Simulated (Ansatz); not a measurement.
## Energy ranking of Al6O structures

These are results of DFT PBE, scalar-relativistic, plane waves, PAW (Ansatz), not measurements. Settings: cutoff 420 eV, Γ-centred meshes spaced at most about 0.3 Å⁻¹, and about 0.25 Å⁻¹ or finer for metals (2π included), Gaussian smearing. No spin polarisation.

Energies over the elements count from the elements' standard structures at the same level (O₂ as a molecule), with no fitted energy shifts.

All energies are static (0 K, no zero-point motion). Larger cells and other orderings weren't all tried, so the list isn't exhaustive. For metals, differences of a few meV/atom aren't resolved.

Invented guesses were relaxed alike, and ends that match in structure were merged. ΔE counts from the first row. Coordination counts Al atoms around O (those within 1.25 times the shortest such distance or 1.15 times the sum of covalent radii). The ends were matched against large subsets of the Crystallography Open Database and the Materials Project, so a missing match doesn't prove that a structure is unreported.

| # | reached from | type and space group | atoms | Å³/atom | coordination | ΔE (meV/atom) | gap on mesh (eV) | in databases |
| --- | --- | --- | --- | --- | --- | --- | --- | --- |
| 1 | a cell proposed by chemical analogy | P3m1 (No. 156) | 7 | 14.9 | O 4 | 0 | 0.00 | no match |
| 2 | a cell proposed by chemical analogy | P-3m1 (No. 164) | 7 | 14.5 | O 6 | 172 | 0.00 | no match |
| 3 | random cell | I4/mmm (No. 139) | 7 | 17.6 | O 4 | 172 | 0.00 | no match |

The lowest: Space group P3m1 (No. 156), trigonal, a = 2.886 Å, c = 14.488 Å. Around Al on its first site lie 3 O at 1.92 Å and 9 Al at 2.79–2.89 Å; Al on its second site is surrounded by 1 O at 2.06 Å and 9 Al at 2.89 Å; around Al on its third site lie 12 Al at 2.84–2.89 Å; around Al on its fourth site lie 12 Al at 2.83–2.89 Å; around O lie 3 Al at 1.92 Å and 1 Al at 2.06 Å; 2 more sites not described. Its energy over the elements is −0.58 eV/atom. A negative formation energy is needed for stability but isn't enough: competing phases decide. An observed structure of this formula, if there is one, may be missing.

```
CELL_PARAMETERS angstrom
2.88639 0.00000 0.00000
-1.44320 2.49969 0.00000
0.00000 0.00000 14.48804
ATOMIC_POSITIONS crystal
Al 0.33333 0.66667 0.06946
Al 0.00000 0.00000 0.86179
Al 0.66667 0.33333 0.69921
Al 0.00000 0.00000 0.38155
Al 0.33333 0.66667 0.54079
Al 0.66667 0.33333 0.22409
O 0.00000 0.00000 0.00410
```

The second: Space group P-3m1 (No. 164), trigonal, a = 2.854 Å, c = 14.415 Å. Al on its first site has 12 Al at 2.82–2.85 Å; Al on its second site is surrounded by 3 O at 2.19 Å and 9 Al at 2.84–2.85 Å; Al on its third site is surrounded by 12 Al at 2.82–2.85 Å; around O lie 6 Al at 2.19 Å. Counting Al atoms around O, the first has O 4 and the second has O 6. Cells relaxed within their symmetry can be saddle points.

```yaml
crystal:
  lattice:
    - [2.85438, 0.00000, 0.00000]
    - [-1.42719, 2.47197, 0.00000]
    - [0.00000, 0.00000, 14.41487]
  atoms:
    - { symbol: Al, position: [0.66667, 0.33333, 0.41928] }
    - { symbol: Al, position: [0.33333, 0.66667, 0.58072] }
    - { symbol: Al, position: [0.66667, 0.33333, 0.90001] }
    - { symbol: Al, position: [0.33333, 0.66667, 0.09999] }
    - { symbol: Al, position: [0.00000, 0.00000, 0.26014] }
    - { symbol: Al, position: [0.00000, 0.00000, 0.73986] }
    - { symbol: O, position: [0.00000, 0.00000, 0.00000] }
```

Some candidate types were left out of the draw beforehand, so a known form may be missing.
